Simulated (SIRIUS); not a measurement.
# PbO2 under changes of volume

One of the cells (13.414 Å³/atom); the others are scaled copies at fixed shape and fractional positions:

```
Pb O
1.0
     0.00000    2.71989    2.71989
     2.71989    0.00000    2.71989
     2.71989    2.71989    0.00000
Pb O
1 2
Cartesian
  0.0000 0.0000 0.0000
  4.0798 4.0798 4.0798
  1.3599 1.3599 1.3599
```

The cell comes from a database or a generator and needn't be the stable form of this composition.

| Item | Value |
| --- | --- |
| Program | SIRIUS 7.10.0 |
| Functional | PBE |
| Potentials or basis | PseudoDojo 0.4.1 PBE standard (scalar relativistic) |
| Cutoff | 1152 eV |
| Density cutoff | 4606 eV |
| k mesh | 9 × 9 × 9 |
| Occupations | fermi-dirac, width 0.05 eV |
| Spin | no spin polarisation |

```csv
volume (Å³/atom),energy over the lowest point (meV/atom),pressure (GPa)
12.362,?,?
12.625,13.44,7.4
12.888,4.02,4.1
13.414,0.00,-1.5
13.677,4.31,-3.8
13.940,12.20,-5.8
```

**Question.** What does the run at 12.362 Å³/atom give?

**Answer.** Energy over the lowest point 28.62 meV/atom; pressure 11.1 GPa.

Worked out: A Birch-Murnaghan fit of order 3 (a polynomial in V^(-2/3)) to the other rows has its minimum at 13.26 Å³/atom with B0 = V·E''(V) = 133 GPa and B' = 5.0. It gives 28.65 meV/atom at 12.362 Å³/atom, against the run's 28.62, and -dE/dV = 11.2 GPa, against 11.1.

Energies are extrapolated to zero smearing.
